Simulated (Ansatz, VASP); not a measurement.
**V: VASP beside Ansatz**

```
V
1.0
     0.00000    1.90827    1.90827
     1.90827    0.00000    1.90827
     1.90827    1.90827    0.00000
V
1
Direct
  0.00000 0.00000 0.00000
```

Alike in both runs: functional PBE; k mesh 18 × 18 × 18; occupations gaussian, width 0.1 eV; no spin polarisation.

Ansatz relaxed the structure, and its values are those at the end. VASP's run is a single point on that final structure, the one shown.

```csv
,VASP,Ansatz
version,VASP 6.6.1,Ansatz 0.2.0
potentials or method,"VASP PAW PBE potentials, release 64 (V_sv)","scalar-relativistic, plane waves, PAW"
plane-wave cutoff (eV),520,420
valence electrons in the cell,13,13
```

VASP gave:

- gap on the k mesh at the Fermi level (eV): none
- pressure (GPa): 0.2

Problem. Which values does Ansatz return?

Solution. gap on the k mesh at the Fermi level (eV): none; pressure (GPa): 0.0.

A gap of «none» marks a metal or a gap that the smearing closes. The functional is the same, so the differences come from potentials, cutoffs and numerics.
